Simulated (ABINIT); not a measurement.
The system is MoSe2.

```
CELL_PARAMETERS angstrom
3.28800 0.00000 0.00000
-1.64400 2.84749 0.00000
0.00000 0.00000 12.90000
ATOMIC_POSITIONS crystal
Mo 0.66667 0.33333 0.75000
Mo 0.33333 0.66667 0.25000
Se 0.66667 0.33333 0.37500
Se 0.33333 0.66667 0.87500
Se 0.66667 0.33333 0.12500
Se 0.33333 0.66667 0.62500
```

Base run:

```yaml
Program: ABINIT 10.8.3 (patched build)
Functional: BLYP
Potentials_or_basis: JTH PAW PBE v2.0
Cutoff: 408 eV
k_mesh: 9 × 9 × 2
Occupations: fermi-dirac, width 0.05 eV
Spin: no spin polarisation
```

Its results: band gap on the k mesh 0.88 eV, indirect (least direct gap 1.38 eV); pressure 15.3 GPa; largest force 1.537 eV/Å.

Q: The run is repeated on the same cell with these changes: functional from BLYP to HLE16. What comes out?

A: Band gap on the k mesh 0.98 eV, indirect (least direct gap 1.28 eV); pressure -17.7 GPa; largest force 2.496 eV/Å.

Caveats: so large a pressure means that the cell lies far from this level's equilibrium, or that cutoff or potentials fall short; the potentials were made for another functional, which shifts forces and pressure; the cell's inner coordinates are idealised or old, which leaves forces on the atoms; this functional lacks dispersion, which binds the layers, so the pressure and a relaxed spacing across them are unreliable (some runs); the potentials were made for a functional far from this one (some runs).
